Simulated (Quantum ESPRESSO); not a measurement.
# KTaO3 (Pm-3m) in Quantum ESPRESSO: notebook

The runs below take KTaO3 through band structure, with PBE.

Program: Quantum ESPRESSO 7.5. These are calculated values, not measurements. Logs are shortened: lines on timing, memory, paths and dates and some standing lists are left out, and cuts for length are marked.

## (1) The crystal as given

Symmetry: Pm-3m, No. 221, cubic system. Conventional cell: a = 3.988 Å, b = 3.988 Å, c = 3.988 Å, α = 90.00°, β = 90.00°, γ = 90.00°. Ta (site symmetry m-3m) is surrounded by 6 O at 1.99 Å. K (site symmetry m-3m) has 12 O at 2.82 Å as nearest neighbours. O (site symmetry 4/mmm) has 2 Ta at 1.99 Å as nearest neighbours.

## (2) Band structure, PBE

pw.in

```
&CONTROL
  calculation = 'scf'
  prefix = 'pwscf'
  outdir = './tmp'
  pseudo_dir = './pseudo'
  tprnfor = .true.
  tstress = .true.
  disk_io = 'low'
/
&SYSTEM
  ibrav = 0
  A = 3.9883
  nat = 5
  ntyp = 3
  ecutwfc = 84
  nbnd = 28
  occupations = 'smearing'
  smearing = 'fd'
  degauss = 0.00367493
/
&ELECTRONS
  conv_thr = 1d-09
  electron_maxstep = 120
  mixing_beta = 0.5
/
ATOMIC_SPECIES
Ta   180.9479 Ta.upf
K     39.0983 K.upf
O     15.9990 O.upf
CELL_PARAMETERS alat
   1.0000000000    0.0000000000    0.0000000000
   0.0000000000    1.0000000000    0.0000000000
   0.0000000000    0.0000000000    1.0000000000
ATOMIC_POSITIONS alat
Ta     0.0000000000    0.0000000000    0.0000000000
K      0.5000000000    0.5000000000    0.5000000000
O      0.0000000000    0.0000000000    0.5000000000
O      0.0000000000    0.5000000000    0.0000000000
O      0.5000000000    0.0000000000    0.0000000000
K_POINTS automatic
7 7 7 0 0 0
```

bands.in

```
&CONTROL
  calculation = 'bands'
  prefix = 'pwscf'
  outdir = './tmp'
  pseudo_dir = './pseudo'
  disk_io = 'low'
  verbosity = 'high'
/
&SYSTEM
  ibrav = 0
  A = 3.9883
  nat = 5
  ntyp = 3
  ecutwfc = 84
  nbnd = 28
  occupations = 'smearing'
  smearing = 'fd'
  degauss = 0.00367493
/
&ELECTRONS
  conv_thr = 1d-08
  electron_maxstep = 120
  mixing_beta = 0.5
  diago_full_acc = .true.
  startingwfc = 'random'
/
ATOMIC_SPECIES
Ta   180.9479 Ta.upf
K     39.0983 K.upf
O     15.9990 O.upf
CELL_PARAMETERS alat
   1.0000000000    0.0000000000    0.0000000000
   0.0000000000    1.0000000000    0.0000000000
   0.0000000000    0.0000000000    1.0000000000
ATOMIC_POSITIONS alat
Ta     0.0000000000    0.0000000000    0.0000000000
K      0.5000000000    0.5000000000    0.5000000000
O      0.0000000000    0.0000000000    0.5000000000
O      0.0000000000    0.5000000000    0.0000000000
O      0.5000000000    0.0000000000    0.0000000000
K_POINTS crystal
60
 0.0000000000  0.0000000000  0.0000000000 1
 0.0000000000  0.0714285714  0.0000000000 1
 0.0000000000  0.1428571429  0.0000000000 1
 0.0000000000  0.2142857143  0.0000000000 1
 0.0000000000  0.2857142857  0.0000000000 1
 0.0000000000  0.3571428571  0.0000000000 1
 0.0000000000  0.4285714286  0.0000000000 1
 0.0000000000  0.5000000000  0.0000000000 1
 0.0714285714  0.5000000000  0.0000000000 1
 0.1428571429  0.5000000000  0.0000000000 1
 0.2142857143  0.5000000000  0.0000000000 1
 0.2857142857  0.5000000000  0.0000000000 1
 0.3571428571  0.5000000000  0.0000000000 1
 0.4285714286  0.5000000000  0.0000000000 1
 0.5000000000  0.5000000000  0.0000000000 1
 0.4545454545  0.4545454545  0.0000000000 1
 0.4090909091  0.4090909091  0.0000000000 1
 0.3636363636  0.3636363636  0.0000000000 1
 0.3181818182  0.3181818182  0.0000000000 1
 0.2727272727  0.2727272727  0.0000000000 1
 0.2272727273  0.2272727273  0.0000000000 1
 0.1818181818  0.1818181818  0.0000000000 1
 0.1363636364  0.1363636364  0.0000000000 1
 0.0909090909  0.0909090909  0.0000000000 1
 0.0454545455  0.0454545455  0.0000000000 1
 0.0000000000  0.0000000000  0.0000000000 1
 0.0357142857  0.0357142857  0.0357142857 1
 0.0714285714  0.0714285714  0.0714285714 1
 0.1071428571  0.1071428571  0.1071428571 1
 0.1428571429  0.1428571429  0.1428571429 1
 0.1785714286  0.1785714286  0.1785714286 1
 0.2142857143  0.2142857143  0.2142857143 1
 0.2500000000  0.2500000000  0.2500000000 1
 0.2857142857  0.2857142857  0.2857142857 1
 0.3214285714  0.3214285714  0.3214285714 1
 0.3571428571  0.3571428571  0.3571428571 1
 0.3928571429  0.3928571429  0.3928571429 1
 0.4285714286  0.4285714286  0.4285714286 1
 0.4642857143  0.4642857143  0.4642857143 1
 0.5000000000  0.5000000000  0.5000000000 1
 0.4545454545  0.5000000000  0.4545454545 1
 0.4090909091  0.5000000000  0.4090909091 1
 0.3636363636  0.5000000000  0.3636363636 1
 0.3181818182  0.5000000000  0.3181818182 1
 0.2727272727  0.5000000000  0.2727272727 1
 0.2272727273  0.5000000000  0.2272727273 1
 0.1818181818  0.5000000000  0.1818181818 1
 0.1363636364  0.5000000000  0.1363636364 1
 0.0909090909  0.5000000000  0.0909090909 1
 0.0454545455  0.5000000000  0.0454545455 1
 0.0000000000  0.5000000000  0.0000000000 1
 0.5000000000  0.5000000000  0.0000000000 1
 0.5000000000  0.5000000000  0.0625000000 1
 0.5000000000  0.5000000000  0.1250000000 1
 0.5000000000  0.5000000000  0.1875000000 1
 0.5000000000  0.5000000000  0.2500000000 1
 0.5000000000  0.5000000000  0.3125000000 1
 0.5000000000  0.5000000000  0.3750000000 1
 0.5000000000  0.5000000000  0.4375000000 1
 0.5000000000  0.5000000000  0.5000000000 1
```

Potentials or basis: PseudoDojo 0.4.1 SR PBE standard.

The run is started by

```
$ OMP_NUM_THREADS=1 pw.x -in pw.in > pw.out
$ OMP_NUM_THREADS=1 pw.x -in bands.in > bands.out
```

pw.out:

```text
This program is part of the open-source Quantum ESPRESSO suite
     for quantum simulation of materials; please cite
[... 9 lines left out ...]
     --------------------
     sticks:   dense  smooth     PW     G-vecs:    dense   smooth      PW
     Sum        1513    1513    437                44395    44395    6763

     Using Slab Decomposition

     bravais-lattice index     =            0
     lattice parameter (alat)  =       7.5368  a.u.
     unit-cell volume          =     428.1146 (a.u.)^3
     number of atoms/cell      =            5
     number of atomic types    =            3
     number of electrons       =        40.00
     number of Kohn-Sham states=           28
     kinetic-energy cutoff     =      84.0000  Ry
     charge density cutoff     =     336.0000  Ry
     scf convergence threshold =      1.0E-09
     mixing beta               =       0.5000
     number of iterations used =            8  plain     mixing
     Exchange-correlation= PBE
                           (   1   4   3   4   0   0   0)

     celldm(1)=   7.536795  celldm(2)=   0.000000  celldm(3)=   0.000000
     celldm(4)=   0.000000  celldm(5)=   0.000000  celldm(6)=   0.000000

     crystal axes: (cart. coord. in units of alat)
               a(1) = (   1.000000   0.000000   0.000000 )
               a(2) = (   0.000000   1.000000   0.000000 )
               a(3) = (   0.000000   0.000000   1.000000 )

     reciprocal axes: (cart. coord. in units 2 pi/alat)
               b(1) = (  1.000000  0.000000  0.000000 )
               b(2) = (  0.000000  1.000000  0.000000 )
               b(3) = (  0.000000  0.000000  1.000000 )

     PseudoPot. # 1 for Ta read from file:
     Ta.upf
     Pseudo is Norm-conserving + core correction, Zval = 13.0
     Generated using ONCVPSP code by D. R. Hamann
     Using radial grid of 1450 points,  8 beta functions with:
                l(1) =   0
                l(2) =   0
                l(3) =   1
                l(4) =   1
                l(5) =   2
                l(6) =   2
                l(7) =   3
                l(8) =   3

     PseudoPot. # 2 for K  read from file:
     K.upf
     Pseudo is Norm-conserving + core correction, Zval =  9.0
     Generated using ONCVPSP code by D. R. Hamann
     Using radial grid of 2222 points,  6 beta functions with:
                l(1) =   0
                l(2) =   0
                l(3) =   1
                l(4) =   1
                l(5) =   2
                l(6) =   2

     PseudoPot. # 3 for O  read from file:
     O.upf
     Pseudo is Norm-conserving + core correction, Zval =  6.0
     Generated using ONCVPSP code by D. R. Hamann
     Using radial grid of  936 points,  5 beta functions with:
                l(1) =   0
                l(2) =   0
                l(3) =   1
                l(4) =   1
                l(5) =   2

     atomic species   valence    mass     pseudopotential
     Ta               13.00   180.94790     Ta( 1.00)
     K                 9.00    39.09830     K ( 1.00)
     O                 6.00    15.99900     O ( 1.00)

     48 Sym. Ops., with inversion, found

   Cartesian axes

     site n.     atom                  positions (alat units)
         1        Ta     tau(   1) = (   0.0000000   0.0000000   0.0000000  )
         2        K      tau(   2) = (   0.5000000   0.5000000   0.5000000  )
         3        O      tau(   3) = (   0.0000000   0.0000000   0.5000000  )
         4        O      tau(   4) = (   0.0000000   0.5000000   0.0000000  )
         5        O      tau(   5) = (   0.5000000   0.0000000   0.0000000  )

     number of k points=    20  Fermi-Dirac smearing, width (Ry)=  0.0037
                       cart. coord. in units 2pi/alat
        k(    1) = (   0.0000000   0.0000000   0.0000000), wk =   0.0058309
        k(    2) = (   0.0000000   0.0000000   0.1428571), wk =   0.0349854
        k(    3) = (   0.0000000   0.0000000   0.2857143), wk =   0.0349854
        k(    4) = (   0.0000000   0.0000000   0.4285714), wk =   0.0349854
        k(    5) = (   0.0000000   0.1428571   0.1428571), wk =   0.0699708
        k(    6) = (   0.0000000   0.1428571   0.2857143), wk =   0.1399417
[... 12 lines left out ...]
        k(   19) = (   0.2857143   0.4285714   0.4285714), wk =   0.1399417
        k(   20) = (   0.4285714   0.4285714   0.4285714), wk =   0.0466472

     Dense  grid:    44395 G-vectors     FFT dimensions: (  45,  45,  45)

     Initial potential from superposition of free atoms

     starting charge      39.9798, renormalised to      40.0000
     Starting wfcs are   27 randomized atomic wfcs +    1 random wfcs

     Self-consistent Calculation

     iteration #  1     ecut=    84.00 Ry     beta= 0.50
     Davidson diagonalization with overlap
     ethr =  1.00E-02,  avg # of iterations =  6.7

     total energy              =    -289.43660292 Ry
     estimated scf accuracy    <       1.66916129 Ry

     iteration #  2     ecut=    84.00 Ry     beta= 0.50
     Davidson diagonalization with overlap
     ethr =  4.17E-03,  avg # of iterations =  2.0

     total energy              =    -289.82635192 Ry
     estimated scf accuracy    <       0.96955480 Ry

     iteration #  3     ecut=    84.00 Ry     beta= 0.50
     Davidson diagonalization with overlap
     ethr =  2.42E-03,  avg # of iterations =  2.1

     total energy              =    -290.04204916 Ry
     estimated scf accuracy    <       0.03460447 Ry

     iteration #  4     ecut=    84.00 Ry     beta= 0.50
     Davidson diagonalization with overlap
     ethr =  8.65E-05,  avg # of iterations =  6.5

     total energy              =    -290.04421487 Ry
     estimated scf accuracy    <       0.00606171 Ry

     iteration #  5     ecut=    84.00 Ry     beta= 0.50
     Davidson diagonalization with overlap
     ethr =  1.52E-05,  avg # of iterations =  3.9
[... 29 lines left out ...]
     total energy              =    -290.04544295 Ry
     estimated scf accuracy    <       0.00000007 Ry

     iteration # 10     ecut=    84.00 Ry     beta= 0.50
     Davidson diagonalization with overlap
     ethr =  1.83E-10,  avg # of iterations =  2.6

     total energy              =    -290.04544298 Ry
     estimated scf accuracy    <       0.00000003 Ry

     iteration # 11     ecut=    84.00 Ry     beta= 0.50
     Davidson diagonalization with overlap
     ethr =  6.54E-11,  avg # of iterations =  1.4

     total energy              =    -290.04544298 Ry
     estimated scf accuracy    <          2.4E-09 Ry

     iteration # 12     ecut=    84.00 Ry     beta= 0.50
     Davidson diagonalization with overlap
     ethr =  5.92E-12,  avg # of iterations =  3.4

     End of self-consistent calculation

          k = 0.0000 0.0000 0.0000 (  5497 PWs)   bands (ev):

   -58.7848 -25.2763 -25.2763 -25.2763 -18.5273  -8.6975  -7.9994  -7.9994
    -2.0748  -2.0748  -2.0748   6.3625   6.3625   6.3625   7.7193   7.7193
     7.7193   8.1348   8.1348   8.1348  11.0098  11.0098  11.0098  15.4356
    15.5881  15.5881  16.8711  16.8711

          k = 0.0000 0.0000 0.1429 (  5554 PWs)   bands (ev):

   -58.7847 -25.2935 -25.2756 -25.2756 -18.5221  -8.6420  -7.9950  -7.8888
    -2.0677  -2.0677  -2.0477   5.8672   6.3402   6.3402   7.4204   7.4204
     7.6059   7.6284   8.0414   8.0414  11.0385  11.6126  11.6126  15.5980
    15.7506  16.4180  17.1223  17.1742

          k = 0.0000 0.0000 0.2857 (  5566 PWs)   bands (ev):

   -58.7844 -25.3316 -25.2742 -25.2742 -18.5104  -8.5929  -7.9852  -7.5279
    -2.0515  -2.0515  -1.9861   4.5623   6.2900   6.2900   6.8646   6.8646
     6.9926   7.4348   7.9619   7.9619  11.1048  12.7841  12.7841  15.6147
    16.4671  17.4863  17.7140  18.3247

          k = 0.0000 0.0000 0.4286 (  5546 PWs)   bands (ev):

   -58.7843 -25.3619 -25.2730 -25.2730 -18.5011  -8.5946  -7.9773  -7.1493
    -2.0385  -2.0385  -1.9361   3.5028   6.2539   6.2539   6.5111   6.5111
     6.6945   7.2888   7.9195   7.9195  11.1598  13.6941  13.6941  15.6251
    17.1698  17.8863  18.2221  19.7711

          k = 0.0000 0.1429 0.1429 (  5547 PWs)   bands (ev):
[... 90 lines left out ...]
          k = 0.2857 0.2857 0.4286 (  5580 PWs)   bands (ev):

   -58.7836 -25.3566 -25.3256 -25.3252 -18.4829  -7.7385  -7.4532  -7.1680
    -2.2101  -2.1594  -2.0468   3.5019   4.6078   4.6082   4.9106   5.2366
     5.5391   8.1222   8.2466   8.4471  13.8022  14.3926  14.4963  18.3417
    18.5042  18.6991  19.4138  19.6537

          k = 0.2857 0.4286 0.4286 (  5586 PWs)   bands (ev):

   -58.7834 -25.3552 -25.3551 -25.3241 -18.4777  -7.5837  -7.1714  -7.1495
    -2.2364  -2.2214  -2.1442   3.4687   3.5472   4.6430   4.7235   5.2125
     5.2251   8.3191   8.3420   8.6808  14.4581  14.4847  15.0378  18.0360
    18.4868  18.6022  19.8792  19.9456

          k = 0.4286 0.4286 0.4286 (  5604 PWs)   bands (ev):

   -58.7832 -25.3539 -25.3538 -25.3538 -18.4725  -7.1804  -7.1210  -7.1210
    -2.3049  -2.3049  -2.2627   3.4477   3.5521   3.5521   4.8800   4.9640
     4.9640   8.6599   8.6599   8.7118  15.0275  15.0874  15.0874  17.9281
    17.9281  17.9729  19.8605  21.1914

     the Fermi energy is     9.9878 ev

!    total energy              =    -290.04544298 Ry
     estimated scf accuracy    <          7.7E-11 Ry
     smearing contrib. (-TS)   =      -0.00000000 Ry
     internal energy E=F+TS    =    -290.04544298 Ry

     The total energy is F=E-TS. E is the sum of the following terms:
     one-electron contribution =     -71.95704189 Ry
     hartree contribution      =      56.94611278 Ry
     xc contribution           =     -67.67004104 Ry
     ewald contribution        =    -207.36447283 Ry

     convergence has been achieved in  12 iterations

     Forces acting on atoms (cartesian axes, Ry/au):

     atom    1 type  1   force =     0.00000000    0.00000000    0.00000000
     atom    2 type  2   force =     0.00000000    0.00000000    0.00000000
     atom    3 type  3   force =     0.00000000    0.00000000    0.00000000
     atom    4 type  3   force =     0.00000000    0.00000000    0.00000000
     atom    5 type  3   force =     0.00000000    0.00000000    0.00000000

     Total force =     0.000000     Total SCF correction =     0.000000

     Computing stress (Cartesian axis) and pressure

          total   stress  (Ry/bohr**3)                   (kbar)     P=       43.30
   0.00029433   0.00000000   0.00000000           43.30        0.00        0.00
   0.00000000   0.00029433   0.00000000            0.00       43.30        0.00
   0.00000000   0.00000000   0.00029433            0.00        0.00       43.30

=------------------------------------------------------------------------------=
   JOB DONE.
=------------------------------------------------------------------------------=
```

It took 4.5 min on 1 thread of Arm Neoverse V1, shared host; peak memory 0.19 GiB.

What came out:

* Free energy: -3946.2693 eV
* Pressure: 4.3 GPa
* Band gap on the k mesh: 2.30 eV, indirect (least direct gap 2.87 eV)
* Band gap along the path: 2.24 eV, indirect (least direct gap 2.87 eV)

Levels at the corners of the path, in eV from the valence-band top:
| point | band 16 | band 17 | band 18 | band 19 | band 20 | band 21 | band 22 | band 23 | band 24 | band 25 |
| --- | --- | --- | --- | --- | --- | --- | --- | --- | --- | --- |
| Γ | -1.05 | -1.05 | -0.64 | -0.64 | -0.64 | 2.24 | 2.24 | 2.24 | 6.67 | 6.82 |
| X | -2.31 | -2.11 | -1.50 | -0.86 | -0.86 | 2.40 | 5.06 | 5.06 | 6.86 | 8.53 |
| M | -2.80 | -1.66 | -1.42 | -1.42 | -0.04 | 5.10 | 5.10 | 6.39 | 7.72 | 10.09 |
| Γ | -1.05 | -1.05 | -0.64 | -0.64 | -0.64 | 2.24 | 2.24 | 2.24 | 6.67 | 6.82 |
| R | -3.87 | -3.87 | 0.00 | 0.00 | 0.00 | 6.52 | 6.52 | 6.52 | 8.93 | 8.93 |
| X | -2.31 | -2.11 | -1.50 | -0.86 | -0.86 | 2.40 | 5.06 | 5.06 | 6.86 | 8.53 |
| M | -2.80 | -1.66 | -1.42 | -1.42 | -0.04 | 5.10 | 5.10 | 6.39 | 7.72 | 10.09 |
| R | -3.87 | -3.87 | 0.00 | 0.00 | 0.00 | 6.52 | 6.52 | 6.52 | 8.93 | 8.93 |

Caveat: some levels on the path didn't converge; spin-orbit coupling is left out, which moves the levels of the heavy elements.

## (3) Band structure, PBE, spin-orbit coupling, no magnetisation

Edit pw.in of step 2 so:

```diff
@@ -15,3 +15,3 @@
   ecutwfc = 84
-  nbnd = 28
+  nbnd = 56
   occupations = 'smearing'
@@ -19,2 +19,4 @@
   degauss = 0.00367493
+  noncolin = .true.
+  lspinorb = .true.
 /
```

Edit bands.in of step 2 so:

```diff
@@ -14,3 +14,3 @@
   ecutwfc = 84
-  nbnd = 28
+  nbnd = 56
   occupations = 'smearing'
@@ -18,2 +18,4 @@
   degauss = 0.00367493
+  noncolin = .true.
+  lspinorb = .true.
 /
```

Potentials or basis: PseudoDojo 0.4 FR PBE standard.

The run is started by

```
$ OMP_NUM_THREADS=1 pw.x -in pw.in > pw.out
$ OMP_NUM_THREADS=1 pw.x -in bands.in > bands.out
```

pw.out:

```text
This program is part of the open-source Quantum ESPRESSO suite
     for quantum simulation of materials; please cite
[... 9 lines left out ...]
     --------------------
     sticks:   dense  smooth     PW     G-vecs:    dense   smooth      PW
     Sum        1513    1513    437                44395    44395    6763

     Using Slab Decomposition

     bravais-lattice index     =            0
     lattice parameter (alat)  =       7.5368  a.u.
     unit-cell volume          =     428.1146 (a.u.)^3
     number of atoms/cell      =            5
     number of atomic types    =            3
     number of electrons       =        40.00
     number of Kohn-Sham states=           56
     kinetic-energy cutoff     =      84.0000  Ry
     charge density cutoff     =     336.0000  Ry
     scf convergence threshold =      1.0E-09
[... 396 lines left out ...]
     3.5435   3.5435   3.5642   3.5642   4.8806   4.8806   4.9539   4.9539
     4.9873   4.9873   8.6497   8.6497   8.6678   8.6678   8.7126   8.7126
    14.9034  14.9034  14.9551  14.9551  15.3982  15.3982  17.8099  17.8099
    17.9758  17.9758  18.0151  18.0151  19.8608  19.8608  21.2366  21.2367

     the Fermi energy is     9.8997 ev

!    total energy              =    -290.29513224 Ry
     estimated scf accuracy    <          1.4E-10 Ry
     smearing contrib. (-TS)   =      -0.00000000 Ry
     internal energy E=F+TS    =    -290.29513224 Ry

     The total energy is F=E-TS. E is the sum of the following terms:
     one-electron contribution =     -72.15553782 Ry
     hartree contribution      =      56.97909806 Ry
     xc contribution           =     -67.75421966 Ry
     ewald contribution        =    -207.36447283 Ry

     convergence has been achieved in  12 iterations

     Forces acting on atoms (cartesian axes, Ry/au):

     atom    1 type  1   force =     0.00000000    0.00000000    0.00000000
     atom    2 type  2   force =     0.00000000    0.00000000    0.00000000
     atom    3 type  3   force =     0.00000000    0.00000000    0.00000000
     atom    4 type  3   force =     0.00000000    0.00000000    0.00000000
     atom    5 type  3   force =     0.00000000    0.00000000    0.00000000

     Total force =     0.000000     Total SCF correction =     0.000000

     Computing stress (Cartesian axis) and pressure

          total   stress  (Ry/bohr**3)                   (kbar)     P=       43.67
   0.00029683   0.00000000   0.00000000           43.67        0.00        0.00
   0.00000000   0.00029683   0.00000000            0.00       43.67        0.00
   0.00000000   0.00000000   0.00029683            0.00        0.00       43.67

=------------------------------------------------------------------------------=
   JOB DONE.
=------------------------------------------------------------------------------=
```

It took 24 min on 1 thread of Arm Neoverse V1, shared host; peak memory 0.66 GiB.

What came out:

```yaml
Free_energy: -3949.6665 eV
Pressure: 4.4 GPa
Band_gap_on_the_k_mesh: 2.16 eV, indirect (least direct gap 2.68 eV)
Band_gap_along_the_path: 2.10 eV, indirect (least direct gap 2.68 eV)
```

Levels at the corners of the path, in eV from the valence-band top:
```csv
point,band 38,band 39,band 40,band 41,band 42,band 43
Γ,-0.58,-0.58,-0.58,2.10,2.10,2.10
X,-0.93,-0.78,-0.78,2.38,2.38,4.93
M,-1.40,-0.05,-0.05,4.95,4.95,5.21
Γ,-0.58,-0.58,-0.58,2.10,2.10,2.10
R,0.00,0.00,0.00,6.38,6.38,6.38
X,-0.93,-0.78,-0.78,2.38,2.38,4.93
M,-1.40,-0.05,-0.05,4.95,4.95,5.21
R,0.00,0.00,0.00,6.38,6.38,6.38
```

Caveat: some levels on the path didn't converge.
